Thick PtSe₂ can serve as a metallic contact if its bands overlap, but not if a gap opens between them. Five levels of theory were applied to one and the same frozen crystal, and they disagree on exactly this. LDA and r2SCAN are semilocal: their exchange energy is built from local quantities such as the density. HSE06 and PBE0 are hybrids, which start from another semilocal functional, PBE, and replace a quarter of its exchange by exact exchange between orbitals, and SOC stands for spin–orbit coupling. Which row belongs to which level?

Bulk 1T PtSe2 (P-3m1, a = 3.729, c = 5.277 Å), Ansatz 0.2.0, plane-wave PAW, non-magnetic, at the fixed r2SCAN+rVV10 geometry. The k mesh is 12×12×6 for r2SCAN and LDA, 6×6×4 for the hybrids; the cutoff is 500 eV for r2SCAN, 420 eV for the others. Gaps are the least over the mesh and added k points (PBE0: mesh only), with band overlap printed as zero. Candidates: PBE0, r2SCAN, LDA, HSE06+SOC, HSE06.

```
row  band gap (eV)  least direct gap (eV)  rough cost in core time (min)
  A          0.121                  1.007                             25
  B          0.000                  0.566                           0.23
  C          0.096                  0.996                            4.1
  D          0.791                  1.990                              2
  E          0.000                  0.692                            0.4
```

Rows A and C: the near twins

A and C have almost the same band gap and almost the same least direct gap, yet A costs about six times as much. The list holds only one pair that shares a functional, HSE06 with and without spin–orbit coupling. With the coupling, every orbital has two components and there are twice as many orbitals to treat. Exact exchange runs over pairs of orbitals, so its work grows at least fourfold. This makes A the row with spin–orbit coupling. The gaps could not have decided it, because the coupling can move either band edge.

Rows B and E: a zero with a direct gap

B and E print a band gap of zero beside a clearly positive least direct gap. The two fit together if the highest filled state and the lowest empty state lie at different wave vectors. The bands then overlap in energy, although at each wave vector filled and empty states stay apart. Such a crystal is a semimetal. Semilocal functionals tend to place empty states too close to filled ones, so B and E are LDA and r2SCAN.

Their order is less certain. r2SCAN also uses the kinetic energy density, so its potential acts differently on different orbitals, and this usually widens gaps somewhat. E has the larger direct gap, 0.69 eV against 0.57 eV, and is therefore probably r2SCAN. Its higher cost points the same way, but weakly, since that run also used a larger plane-wave cutoff.

Row D: exchange at long range

D is left for PBE0, but cost would not have shown it, since D is cheaper than C. The evidence is its gap, 0.70 eV above that of C. HSE06 and PBE0 contain the same fraction of exact exchange and differ only in its range. HSE06 keeps it at short distances, while PBE0 keeps it at all distances.

The effect of the long-range part can be found from two limiting cases. In a crystal, this part couples only states whose wave vectors differ little. A state in a filled band is surrounded by filled neighbours that closely resemble it, and it gains the full exchange energy, 2ω/√π in atomic units. Here ω is the inverse length at which HSE06 cuts off exact exchange. A state in an empty band has only empty neighbours of its own kind and gains almost nothing.

The semilocal exchange that PBE0 replaces cannot tell these two cases apart. In the limit of a very long range it lowers every state by ω/√π, halfway between the two. Exchanging a fraction a of it for exact exchange therefore pushes filled states down and empty states up by the same amount:

shift of each edge = a ω/√π

With a = 0.25 and ω roughly 0.11 per bohr, this is 0.25 × 0.11/1.77 = 0.0155 hartree, or 0.42 eV. The gap should widen by twice that, about 0.84 eV. No property of PtSe₂ enters except that it has filled and empty bands, so a similar upper size applies to other crystals treated with these two functionals. The step from C to D has the right sign and size, which makes D PBE0.

The labels

The set of semilocal rows, PBE0 and the spin–orbit row are sure. The order of LDA and r2SCAN is only likely.

The rows with their labels:

```
level of theory  band gap (eV)  least direct gap (eV)  rough cost in core time (min)
         r2SCAN          0.000                  0.692                            0.4
          HSE06          0.096                  0.996                            4.1
           PBE0          0.791                  1.990                              2
            LDA          0.000                  0.566                           0.23
      HSE06+SOC          0.121                  1.007                             25
```

How good the estimate is

The printed gaps of HSE06 and PBE0 were not sampled alike. For HSE06 the search included a point off the regular mesh of wave vectors where the conduction band lies lower, while PBE0 was read on the mesh alone. PBE0's 0.79 eV is therefore an upper bound, and its direct gap belongs to a different wave vector. On the same mesh HSE06 has a gap of 0.20 eV, and the like-for-like step to PBE0 shrinks to 0.59 eV.

The estimate is thus 44 % too large relative to the computed step, but its picture of two edges moving apart holds. If both runs share one energy zero, the valence edge falls by 0.26 eV and the conduction edge rises by 0.33 eV. Theory suggests why both fall short of 0.42 eV. Filled and empty bands mix as the wave vector changes, the more so where the gap is small, and neither limiting case is fully reached. The coarse mesh may also play a part. Its spacing in the layer plane, 0.17 per bohr, is close to the reach of the long-range part, 0.22 per bohr. Much of that part is therefore expected to rest on how the singular term at zero wave-vector difference is treated, which these runs do not test.

Spin–orbit coupling does not move all low conduction states alike, so the sampled points decide what it seems to do. With the extra point it raises the HSE06 gap by 0.025 eV, and on the mesh alone it lowers it by 0.055 eV. The first change compares the same two wave vectors in both runs. The second follows the lowest empty state on the mesh, which lies 0.11 eV above the extra point without the coupling and only 0.03 eV above it with the coupling. With two candidates for the conduction edge this close, a finer search could change the small net opening.

From r2SCAN to HSE06

The step from r2SCAN to HSE06 has a different character. Counting band overlap as a negative gap, r2SCAN stands at −0.04 eV, and HSE06 lies 0.14 eV above it. The least direct gap, taken at the same wave vector in both, grows by 0.30 eV. A rigid shift of the empty bands would have widened both gaps equally. Instead, the filled state at that wave vector has moved further below the top of the valence band. This fits exact exchange at short range, which depends on the shape of each orbital, although the two functionals differ in other ways too, and the r2SCAN run used a finer mesh and a larger cutoff.

What this means for a contact

The hybrids print a gap, but that is no reason to treat thick PtSe₂ as a semiconductor. The HSE06 value of 0.096 eV is itself an upper bound, found on a coarse mesh and a few added points. Bulk PtSe₂ is generally reported to be semimetallic. The layers in this relaxed cell repeat every 5.28 Å, a few per cent more than the roughly 5.1 Å found by experiment, and a wider spacing favours a gap. PBE0 adds a second bias: it keeps a fixed quarter of exact exchange at long range, as if the dielectric constant were four, whereas the electrons of a nearly gapless crystal are expected to screen it much more strongly. With band edges this close, the choice of functional decides between metal and semiconductor. An error in spacing may do so too, but no run here varies the spacing. The printed analysis below gives the differences and the estimate.

The analysis program printed:

```
Gaps with band overlap counted as negative:
        row  signed gap in eV  least direct gap in eV  core minutes
     r2SCAN           -0.0438                   0.692           0.4
      HSE06             0.096                   0.996           4.1
       PBE0             0.791                    1.99             2
        LDA            -0.216                   0.566          0.23
  HSE06+SOC             0.121                   1.007            25
PBE0 minus HSE06 gap as printed in eV: 0.695
PBE0 minus HSE06 gap on the same mesh in eV: 0.5866
HSE06 gap lost when the off-mesh point d is added in eV: 0.1084
PBE0 gap if d lowered it as much as in HSE06 in eV (a guess): 0.6826
Valence edge at Gamma from HSE06 to PBE0 in eV: -0.261
Conduction edge at K from HSE06 to PBE0 in eV: 0.3258
Estimated largest shift of each edge in eV: 0.4222
Estimated largest widening of the gap in eV: 0.8444
Estimated widening over computed same-mesh widening: 1.439
Reach of long-range exchange in wave vector 2w per bohr: 0.22
Mesh spacing in the layer plane per bohr: 0.1716
Spin-orbit change of the HSE06 gap with named points in eV: 0.025
Spin-orbit change of the HSE06 gap on the mesh alone in eV: -0.0554
HSE06 minus r2SCAN signed indirect gap in eV: 0.1398
HSE06 minus r2SCAN direct gap at d in eV: 0.304
Valence band at Gamma above that at d in r2SCAN in eV: 0.7358
Valence band at Gamma above that at d in HSE06 in eV: 0.9
r2SCAN minus LDA least direct gap in eV: 0.126
r2SCAN minus LDA signed gap in eV: 0.1722
Cost of HSE06+SOC over HSE06: 6.098
Cost of HSE06 over PBE0: 2.05
```
